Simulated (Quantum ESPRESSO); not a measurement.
Runs of Quantum ESPRESSO 7.5 on BP. Symmetry: F-43m, No. 216, cubic system. Conventional cell: a = 4.538 Å, b = 4.538 Å, c = 4.538 Å, α = 90.00°, β = 90.00°, γ = 90.00°. Around P (site symmetry -43m) lie 4 B at 1.97 Å. Around B (site symmetry -43m) lie 4 P at 1.97 Å. 

| level | potentials or basis | spin | k mesh | cutoff (eV) | k mesh of the self-consistent run | form of the LDA | gap on the mesh (eV) |
| --- | --- | --- | --- | --- | --- | --- | --- |
| PBE | SPMS 1.0 PBE | off | 6 × 6 × 6 | 952 | 10 × 10 × 10 | - | 1.35 |
| PBE | PseudoDojo 0.5 SR PBE standard | off | 6 × 6 × 6 | 1034 | 10 × 10 × 10 | - | 1.35 |
| PBEsol | PseudoDojo 0.4.1 SR PBEsol standard | off | 20 × 20 × 20 | 1034 | 20 × 20 × 20 | - | (a) |
| LDA | PseudoDojo 0.4.1 SR LDA standard | off | 6 × 6 × 6 | 1034 | 10 × 10 × 10 | PW92 | 1.32 |
| PBEsol | PseudoDojo 0.4.1 SR PBEsol standard | off | 6 × 6 × 6 | 1034 | 10 × 10 × 10 | - | 1.23 |
| PBE | PseudoDojo 0.4 SR PBE stringent | off | 6 × 6 × 6 | 1034 | 10 × 10 × 10 | - | 1.35 |
| PBE | Ansatz NC SR PBE | off | 6 × 6 × 6 | 1116 | 10 × 10 × 10 | - | 1.34 |
| PBEsol | PseudoDojo 0.4 FR PBEsol standard | non-collinear, zero start, SOC | 6 × 6 × 6 | 1034 | 10 × 10 × 10 | - | (b) |
| PBE | SG15 PBE 1.2 | off | 6 × 6 × 6 | 952 | 10 × 10 × 10 | - | 1.37 |
| PBE | PseudoDojo 0.4.1 SR PBE standard | off | 6 × 6 × 6 | 1034 | 10 × 10 × 10 | - | 1.35 |

Alike in all rows: task single point; cell as given; smearing fixed.

Problem. Estimate the missing entries.

Solution. (a) 1.14; (b) 1.22.

A k mesh can miss the band edges.
